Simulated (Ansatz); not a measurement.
# SnO: the cost of one run

Program: Ansatz 0.2.0. Level of theory: DFT PBE+D3(BJ), scalar-relativistic, plane waves, PAW. These are calculated values, not measurements.

3 further runs of the same task are left out: 1 that didn't finish, 2 set aside as unsound or not needed.

### Step 1. The structure to begin with

Symmetry: P4/nmm, No. 129, tetragonal system. The conventional cell has a = 3.837 Å, b = 3.837 Å, c = 4.762 Å, α = 90.00°, β = 90.00°, γ = 90.00°. Sn (site symmetry 4mm) is surrounded by 4 O at 2.24 Å. O (site symmetry -4m2) is surrounded by 4 Sn at 2.24 Å.

Structure file:

```cif
data_structure
_symmetry_space_group_name_H-M 'P 1'
_symmetry_Int_Tables_number 1
_cell_length_a 3.8371
_cell_length_b 3.8371
_cell_length_c 4.7621
_cell_angle_alpha 90.000
_cell_angle_beta 90.000
_cell_angle_gamma 90.000
_cell_volume 70.11
loop_
_atom_site_label
_atom_site_type_symbol
_atom_site_fract_x
_atom_site_fract_y
_atom_site_fract_z
_atom_site_occupancy
Sn1 Sn 0.00000 0.50000 0.24324 1
Sn2 Sn 0.50000 0.00000 0.75676 1
O1 O 0.00000 0.00000 0.00000 1
O2 O 0.50000 0.50000 0.00000 1
```

It is the result of an earlier relaxation at this level (volume 17.53 Å³/atom; gap on the mesh: none (metal)).

### Step 2. The reference cell

Reference values: F = -13184.3101 eV; pressure -0.01 GPa; largest force 0.006 eV/Å; gap on the mesh none (metal). It was computed beforehand with the settings of the runs below.

### Step 3. Setting up a strain scan

The cell is strained by ε times the Voigt pattern (0, 0, 0, 1, 0, 0) (xx, yy, zz, yz, xz, xy; engineering shear), with fractional coordinates fixed (clamped ions). The stress on the pattern is the sum of the stress components weighted by it, tension positive.

### Step 4. ε = -0.1000

The input, input.yaml:

```yaml
crystal:
  lattice:
    - [3.8370962941, 0.0, 0.0]
    - [0.0, 3.8370962941, -0.1918548147]
    - [0.0, -0.2381064874, 4.7621297486]
  atoms:
    - { symbol: Sn, position: [0.0, 0.5, 0.2432421493] }
    - { symbol: Sn, position: [0.5, 0.0, 0.7567578507] }
    - { symbol: O, position: [0.0, 0.0, 0.0] }
    - { symbol: O, position: [0.5, 0.5, 0.0] }
basis:
  ecutwfc: 420
kpoints:
  mp_grid: { grid: [12, 12, 10] }
hamiltonian:
  xc: pbe
  dispersion: d3bj
scf:
  occupations: { method: gaussian, width: 0.15 }
output:
  forces: true
  stress: true
  eigenvalues: true
```

Launch:

```
$ ansatz run input.yaml --threads 1 --pin off --max-ram 2560MiB --backend cpu --events-out ev --progress --plain --runs-dir out
```

Q: Estimate wall time and peak memory on 1 thread of Arm Neoverse V2, shared host.

About 32 s, with a peak of 0.73 GiB.
